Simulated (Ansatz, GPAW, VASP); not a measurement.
One calculation of InPd, 3 ways

```
CELL_PARAMETERS angstrom
3.27188 0.00000 0.00000
0.00000 3.27188 0.00000
0.00000 0.00000 3.27188
ATOMIC_POSITIONS crystal
In 0.00000 0.00000 0.00000
Pd 0.50000 0.50000 0.50000
```

The cell comes from a database or a generator and needn't be the stable form of this composition.

Alike in all runs: task single point; functional PBE; k mesh 8 × 8 × 8; occupations gaussian, width 0.1 eV; no spin polarisation; no spin-orbit coupling. Pressure is positive in compression and, in plane waves, holds the error of the finite cutoff, which Ansatz's Pulay term estimates and takes out.

```tsv
program and potentials	plane-wave cutoff (eV)	notes	band gap (eV)	pressure (GPa)
Ansatz, Ansatz PAW	420	15.5 valence electrons an atom on average	?	?
VASP, PBE PAW files In_d, Pd, 520 eV	520	11.5 valence electrons an atom on average	no gap	3.86
GPAW, GPAW PAW data sets (gpaw-data 1.2.1)	600	14.5 valence electrons an atom on average	no gap	3.28
```

Estimate from the other rows what the run with Ansatz, Ansatz PAW gave.

No band gap; pressure 3.63 GPa. Its pressure holds a Pulay term of +0.08 GPa. The other rows, which needn't bracket it: pressure 3.28 to 3.86.
